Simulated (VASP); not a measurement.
# GaSb (Immm) in VASP: a series of runs

Runs on GaSb. Level: PBE. Tasks: single point.

All numbers are computed with VASP 6.6.1; they aren't measurements. Logs are shortened: lines on timing, memory, paths and dates and some standing lists are left out, and cuts for length are marked.

## 1. The structure

Symmetry: Immm, No. 71, orthorhombic system. The conventional cell has a = 3.112 Å, b = 5.350 Å, c = 5.787 Å, α = 90.00°, β = 90.00°, γ = 90.00°. Around Sb (site symmetry mmm) lie 6 Ga at 2.89 to 3.09 Å and 2 Sb at 3.11 Å. Ga (site symmetry mmm) is surrounded by 6 Sb at 2.89 to 3.09 Å and 2 Ga at 3.11 Å.

Measurements of this composition are mostly on another form, of space group No. 216.

## 2. Single point, PBE, spin-orbit coupling, no magnetisation

The input, INCAR:

```
SYSTEM = GaSb
ALGO = Normal ; EDIFF = 1E-7
ENCUT = 500 ; GGA = PE
GGA_COMPAT = .False. ; ISIF = 2
ISMEAR = 0 ; LASPH = .True.
LCHARG = .False. ; LNONCOLLINEAR = .True.
LORBIT = 11 ; LREAL = .False.
LSORBIT = .True. ; LWAVE = .False.
MAGMOM = 0 0 0 0 0 0 ; NBANDS = 34
NELM = 100 ; PREC = Accurate
SIGMA = 0.02
```

The input, KPOINTS:

```
k-points
0
Gamma
  5 5 5
  0 0 0
```

The input, POSCAR:

```
GaSb
1.0
   -1.5559010000      2.6750030000      2.8933130000
    1.5559010000     -2.6750030000      2.8933130000
    1.5559010000      2.6750030000     -2.8933130000
Sb Ga
1 1
Direct
    0.5000000000      0.5000000000      0.0000000000
    0.0000000000      0.0000000000      0.0000000000
```

Potentials or basis: VASP PAW PBE potentials, release 64 (Sb, Ga_d).

Command:

```
$ cat potpaw_PBE.64/Sb/POTCAR potpaw_PBE.64/Ga_d/POTCAR > POTCAR
$ mpirun -np 1 vasp_ncl > vasp.out
```

OUTCAR:

```text
SYSTEM = GaSb
   EDIFF = 1E-7
   ENCUT = 500
   GGA = PE
   ISIF = 2
   ISMEAR = 0
   LASPH = .True.
   LNONCOLLINEAR = .True.
   LORBIT = 11
   LREAL = .False.
   LSORBIT = .True.
   NELM = 100
   PREC = Accurate

 Found     27 irreducible k-points:

 Following reciprocal coordinates:
            Coordinates               Weight
  0.000000  0.000000  0.000000      1.000000
  0.200000  0.000000 -0.000000      4.000000
  0.400000  0.000000 -0.000000      4.000000
  0.000000  0.200000  0.000000      4.000000
  0.200000  0.200000  0.000000      8.000000
  0.400000  0.200000 -0.000000      8.000000
   k-points           NKPTS =     27   k-points in BZ     NKDIM =     27   number of bands    NBANDS=     34
   number of dos      NEDOS =    301   number of ions     NIONS =      2
   total plane-waves  NPLWV =  32768
   dimension x,y,z NGX =    32 NGY =   32 NGZ =   32
   dimension x,y,z NGXF=    64 NGYF=   64 NGZF=   64
   ions per type =               1   1
   NGX,Y,Z   is equivalent  to a cutoff of  12.56, 12.56, 12.56 a.u.
   NGXF,Y,Z  is equivalent  to a cutoff of  25.11, 25.11, 25.11 a.u.
 SYSTEM =  GaSb
   PREC   = accura    normal or accurate (medium, high low for compatibility)
   ISTART =      0    job   : 0-new  1-cont  2-samecut
   ICHARG =      2    charge: 1-file 2-atom 10-const
   ISPIN  =      1    spin polarized calculation?
   LNONCOLLINEAR =      T non collinear calculations
   LSORBIT =      T    spin-orbit coupling
   LASPH  =      T    aspherical Exc in radial PAW
   ENCUT  =  500.0 eV  36.75 Ry    6.06 a.u.   7.72  7.72  7.72*2*pi/ulx,y,z
   NELM   =    100;   NELMIN=  2; NELMDL= -5     # of ELM steps
   EDIFF  = 0.1E-06   stopping-criterion for ELM
   LREAL  =      F    real-space projection
   EDIFFG = 0.1E-05   stopping-criterion for IOM
   NSW    =      0    number of steps for IOM
   IBRION =     -1    ionic relax: 0-MD 1-quasi-New 2-CG
   NFREE  =      0    steps in history (QN), initial steepest desc. (CG)
   ISIF   =      2    stress and relaxation
   ISYM   =      2    0-nonsym 1-usesym 2-fastsym
   POTIM  = 0.5000    time-step for ionic-motion
   TEBEG  =    0.0;   TEEND  =   0.0 temperature during run
   PSTRESS=    0.0 pullay stress
   NELECT =      18.0000    total number of electrons
   NUPDOWN=      -1.0000    fix difference up-down
   EMIN   =  10.00;   EMAX   =-10.00  energy-range for DOS
   EFERMI =   0.00;   METHOD = LEGACY
   ISMEAR =     0;   SIGMA  =   0.02  broadening in eV -4-tet -1-fermi 0-gaus
   EFERMI_NEDOS =   21; number of points for ismear=-14 and -15
   IALGO  =     38    algorithm
   IMIX   =      4    mixing-type and parameters
     AMIX     =   0.40;   BMIX     =  1.00
     AMIX_MAG =   1.60;   BMIX_MAG =  1.00
  volume/ion in A,a.u.               =      24.08       162.53
  Fermi-wavevector in a.u.,A,eV,Ry     =   1.179176  2.228319 18.918287  1.390455
  Thomas-Fermi vector in A             =   2.315491
   LORBIT       =     11    0 simple, 1 ext, 2 COOP (PROOUT), +10 PAW based schemes
   GGA     = PE    functional components
   LHFCALC =     F    Hartree Fock is set to
   AEXX    =    0.0000 exact exchange contribution
   IVDW    =     0    specifies the selected vdW correction
   LEPSILON=     F    determine dielectric tensor
   LRPA    =     F    only Hartree local field effects (RPA)
 Gauss-broadening in eV      SIGMA  =   0.02
  energy-cutoff  :      500.00
  volume of cell :       48.17
 maximum number of plane-waves:      2472
   NGX = 15   NGY = 15   NGZ = 15

 number of electron      18.0000000 magnetization       0.0000000      0.0000000      0.0000000

 number of electron      17.9999989 magnetization       0.0000000      0.0000000     -0.0000000

 number of electron      17.9999989 magnetization      -0.0000000     -0.0000000      0.0000000

 Free energy of the ion-electron system (eV)
  ---------------------------------------------------
  ext. energy  EPLUGINS =         0.00000000
  ---------------------------------------------------
  free energy    TOTEN  =        -6.94846198 eV

  energy without entropy =       -6.94783987  energy(sigma->0) =       -6.94815093

 E-fermi :   6.5074     XC(G=0): -10.2532

 val. band max:        6.5005379576   @ k =  -0.2000  -0.4000   0.2000
 cond. band min:       6.6353691330   @ k =   0.0000   0.2000   0.0000
 fundamental gap:      0.1348311754
 Fermi energy:         6.5073816316

 k-point     1 :       0.0000    0.0000    0.0000
  band No.  band energies     occupation
      1      -8.5125      1.00000
      2      -8.5125      1.00000
      3      -8.4788      1.00000
      4      -8.4788      1.00000
      5      -8.0631      1.00000
      6      -8.0631      1.00000
[... 22 lines left out ...]
     29      15.6486      0.00000
     30      15.6486      0.00000

 k-point     2 :       0.2000    0.0000   -0.0000
  band No.  band energies     occupation
      1      -8.5114      1.00000
      2      -8.5114      1.00000
      3      -8.4798      1.00000
      4      -8.4798      1.00000
      5      -8.0619      1.00000
      6      -8.0619      1.00000
[... 22 lines left out ...]
     29      16.0075      0.00000
     30      16.0075      0.00000

 k-point     3 :       0.4000    0.0000   -0.0000
  band No.  band energies     occupation
      1      -8.5099      1.00000
      2      -8.5099      1.00000
      3      -8.4815      1.00000
      4      -8.4815      1.00000
      5      -8.0604      1.00000
      6      -8.0604      1.00000
[... 22 lines left out ...]
     29      15.9796      0.00000
     30      15.9796      0.00000

 k-point     4 :       0.0000    0.2000    0.0000
  band No.  band energies     occupation
      1      -8.4999      1.00000
      2      -8.4999      1.00000
      3      -8.4795      1.00000
      4      -8.4795      1.00000
      5      -8.0500      1.00000
      6      -8.0500      1.00000
[... 22 lines left out ...]
     29      14.2456      0.00000
     30      14.2456      0.00000

 k-point     5 :       0.2000    0.2000    0.0000
  band No.  band energies     occupation
      1      -8.4992      1.00000
      2      -8.4992      1.00000
      3      -8.4810      1.00000
      4      -8.4810      1.00000
      5      -8.0493      1.00000
      6      -8.0493      1.00000
[... 22 lines left out ...]
     29      16.1082      0.00000
     30      16.1082      0.00000

 k-point     6 :       0.4000    0.2000   -0.0000
  band No.  band energies     occupation
      1      -8.4988      1.00000
      2      -8.4988      1.00000
      3      -8.4822      1.00000
      4      -8.4822      1.00000
      5      -8.0488      1.00000
      6      -8.0488      1.00000
[... 22 lines left out ...]
     29      17.8883      0.00000
     30      17.8883      0.00000

 [... further k-points ...]

 [bands above 30 left out]

------------------------ aborting loop because EDIFF is reached ----------------------------------------

  FORCE on cell =-STRESS in cart. coord.  units (eV):
  Direction    XX          YY          ZZ          XY          YZ          ZX
  --------------------------------------------------------------------------------------
  -------------------------------------------------------------------------------------
  Total        0.9031538     -0.5036259     -0.2665690     -0.0000000      0.0000000      0.0000000
  in kB       30.0407416    -16.7516279     -8.8666303     -0.0000000      0.0000000      0.0000000
  external PRESSURE =       1.4741611 kB  Pullay stress =       0.0000000 kB

 VOLUME and BASIS-vectors are now :
 -----------------------------------------------------------------------------
  energy-cutoff  :      500.00
  volume of cell :       48.17
      direct lattice vectors                 reciprocal lattice vectors
    -1.555901000  2.675003000  2.893313000     0.000000000  0.186915678  0.172812274
     1.555901000 -2.675003000  2.893313000     0.321357207  0.000000000  0.172812274
     1.555901000  2.675003000 -2.893313000     0.321357207  0.186915678  0.000000000

 POSITION                                       TOTAL-FORCE (eV/Angst)
 -----------------------------------------------------------------------------------
      0.00000      0.00000      2.89331        -0.000000      0.000000      0.000000
      0.00000      0.00000      0.00000         0.000000     -0.000000     -0.000000
 -----------------------------------------------------------------------------------
    total drift:                               -0.000000     -0.000000      0.000000

  FREE ENERGIE OF THE ION-ELECTRON SYSTEM (eV)
  ---------------------------------------------------
  free  energy   TOTEN  =        -6.9484619835 eV

  energy  without entropy=       -6.9478398743  energy(sigma->0) =       -6.94815093

 Spin-Orbit-Coupling matrix elements

 Ion:    1  E_soc:     -0.1386619
 l=   1
     0.0000000    -0.0245667    -0.0224947
    -0.0245667     0.0000000    -0.0218183
    -0.0224947    -0.0218183     0.0000000
 l=   2
     0.0000000    -0.0000250     0.0000000    -0.0000199    -0.0001491
    -0.0000250     0.0000000    -0.0000816    -0.0000163    -0.0000277
     0.0000000    -0.0000816     0.0000000    -0.0000983     0.0000000
    -0.0000199    -0.0000163    -0.0000983     0.0000000    -0.0000334
    -0.0001491    -0.0000277     0.0000000    -0.0000334     0.0000000
 l=   3
     0.0000000     0.0000000     0.0000000     0.0000000     0.0000000     0.0000000     0.0000000
     0.0000000     0.0000000     0.0000000     0.0000000     0.0000000     0.0000000     0.0000000
     0.0000000     0.0000000     0.0000000     0.0000000     0.0000000     0.0000000     0.0000000
     0.0000000     0.0000000     0.0000000     0.0000000     0.0000000     0.0000000     0.0000000
     0.0000000     0.0000000     0.0000000     0.0000000     0.0000000     0.0000000     0.0000000
     0.0000000     0.0000000     0.0000000     0.0000000     0.0000000     0.0000000     0.0000000
     0.0000000     0.0000000     0.0000000     0.0000000     0.0000000     0.0000000     0.0000000

 Ion:    2  E_soc:     -0.0112412
 l=   1
     0.0000000    -0.0011876    -0.0009798
    -0.0011876     0.0000000    -0.0010434
    -0.0009798    -0.0010434     0.0000000
 l=   2
     0.0000000    -0.0001599     0.0000000    -0.0001607    -0.0006604
    -0.0001599     0.0000000    -0.0004577    -0.0001703    -0.0001613
     0.0000000    -0.0004577     0.0000000    -0.0004728     0.0000000
    -0.0001607    -0.0001703    -0.0004728     0.0000000    -0.0001668
    -0.0006604    -0.0001613     0.0000000    -0.0001668     0.0000000
 l=   3
     0.0000000     0.0000000     0.0000000     0.0000000     0.0000000     0.0000000     0.0000000
     0.0000000     0.0000000     0.0000000     0.0000000     0.0000000     0.0000000     0.0000000
     0.0000000     0.0000000     0.0000000     0.0000000     0.0000000     0.0000000     0.0000000
     0.0000000     0.0000000     0.0000000     0.0000000     0.0000000     0.0000000     0.0000000
     0.0000000     0.0000000     0.0000000     0.0000000     0.0000000     0.0000000     0.0000000
     0.0000000     0.0000000     0.0000000     0.0000000     0.0000000     0.0000000     0.0000000
     0.0000000     0.0000000     0.0000000     0.0000000     0.0000000     0.0000000     0.0000000

 total charge

# of ion       s       p       d       tot
------------------------------------------
    1        1.197   1.147   0.038   2.382
    2        1.030   0.513   9.953  11.497
--------------------------------------------------
tot          2.227   1.660   9.991  13.878

 magnetization (x)

# of ion       s       p       d       tot
------------------------------------------
    1        0.000   0.000   0.000   0.000
    2        0.000  -0.000   0.000  -0.000
--------------------------------------------------
tot          0.000  -0.000   0.000  -0.000

 magnetization (y)

# of ion       s       p       d       tot
------------------------------------------
    1        0.000   0.000   0.000   0.000
    2       -0.000  -0.000   0.000  -0.000
--------------------------------------------------
tot         -0.000  -0.000   0.000  -0.000

 magnetization (z)

# of ion       s       p       d       tot
------------------------------------------
    1        0.000   0.000   0.000   0.000
    2        0.000   0.000   0.000   0.000
--------------------------------------------------
tot          0.000   0.000   0.000   0.000
```

It took 96 s on 1 thread of Intel Xeon Platinum 8259CL at 2.50GHz (Skylake/Cascade Lake), shared host; peak memory 0.33 GiB.

The run converged, but some of its settings lie outside the range that counts as converged, so its numbers aren't taken as properties of the crystal.

What came out:

```
Free energy                                           : -6.9485 eV
Pressure                                              : 0.1 GPa
Valence electrons inside the program's atomic spheres : Sb 2.38; Ga 11.50
```

Caveat: the k mesh is coarse (spacing up to 0.47 Å⁻¹), so the values aren't converged.

## 3. Single point, PBE, spin-orbit coupling, no magnetisation

Changes to INCAR since step 2:

```diff
@@ -2,3 +2,3 @@
 ALGO = Normal ; EDIFF = 1E-7
-ENCUT = 500 ; GGA = PE
+ENCUT = 400 ; GGA = PE
 GGA_COMPAT = .False. ; ISIF = 2
```

The input, KPOINTS:

```
k-points
0
Gamma
  6 6 6
  0 0 0
```

POSCAR is that of step 2.

Potentials or basis: VASP PAW PBE potentials, release 64 (Sb, Ga_d).

Command:

```
$ cat potpaw_PBE.64/Sb/POTCAR potpaw_PBE.64/Ga_d/POTCAR > POTCAR
$ mpirun -np 1 vasp_ncl > vasp.out
```

Wall time 2 min (1 thread of Intel Xeon Platinum 8259CL at 2.50GHz (Skylake/Cascade Lake), shared host); peak memory 0.28 GiB.

The run converged, but some of its settings lie outside the range that counts as converged, so its numbers aren't taken as properties of the crystal.

What came out:

```yaml
Free_energy: -7.0633 eV
Pressure: 0.0 GPa
Valence_electrons_inside_the_program's_atomic_spheres: Sb 2.39; Ga 11.49
```

Caveat: the k mesh is coarse (spacing up to 0.39 Å⁻¹), so the values aren't converged.

## 4. Single point, PBE, spin-orbit coupling, no magnetisation

Changes to INCAR since step 3:

```diff
@@ -2,3 +2,3 @@
 ALGO = Normal ; EDIFF = 1E-7
-ENCUT = 400 ; GGA = PE
+ENCUT = 600 ; GGA = PE
 GGA_COMPAT = .False. ; ISIF = 2
```

The input, KPOINTS:

```
k-points
0
Gamma
  5 5 5
  0 0 0
```

POSCAR is that of step 3.

Command:

```
$ cat potpaw_PBE.64/Sb/POTCAR potpaw_PBE.64/Ga_d/POTCAR > POTCAR
$ mpirun -np 1 vasp_ncl > vasp.out
```

It took 2.7 min on 1 thread of Intel Xeon Platinum 8259CL at 2.50GHz (Skylake/Cascade Lake), shared host; peak memory 0.42 GiB.

These settings aren't checked as converged: the numbers below hold their error.

Results:

| Property | Result |
| --- | --- |
| Free energy | -6.9484 eV |
| Pressure | 0.1 GPa |
| Valence electrons inside the program's atomic spheres | Sb 2.38; Ga 11.50 |

Caveat: the k mesh is coarse (spacing up to 0.47 Å⁻¹), so the values aren't converged.

## 5. Single point, PBE, spin-orbit coupling, no magnetisation

Changes to INCAR since step 4:

```diff
@@ -1,4 +1,4 @@
 SYSTEM = GaSb
-ALGO = Normal ; EDIFF = 1E-7
-ENCUT = 600 ; GGA = PE
+ALGO = Normal ; EDIFF = 0.001
+ENCUT = 350 ; GGA = PE
 GGA_COMPAT = .False. ; ISIF = 2
```

The input, KPOINTS:

```
k-points
0
Gamma
  7 7 7
  0 0 0
```

POSCAR is that of step 4.

Command:

```
$ cat potpaw_PBE.64/Sb/POTCAR potpaw_PBE.64/Ga_d/POTCAR > POTCAR
$ mpirun -np 1 vasp_ncl > vasp.out
```

Wall time 92 s (1 thread of Intel Xeon Platinum 8259CL at 2.50GHz (Skylake/Cascade Lake), shared host); peak memory 0.29 GiB.

These settings aren't checked as converged: the numbers below hold their error.

What came out:

```yaml
Free_energy: -7.1054 eV
Pressure: 2.7 GPa
Valence_electrons_inside_the_program's_atomic_spheres: Sb 2.39; Ga 11.49
```

Caveat: the cutoff is under 1.25 times the usual one of these potentials, so pressure, stress and relaxed cells hold a basis-set (Pulay) error.
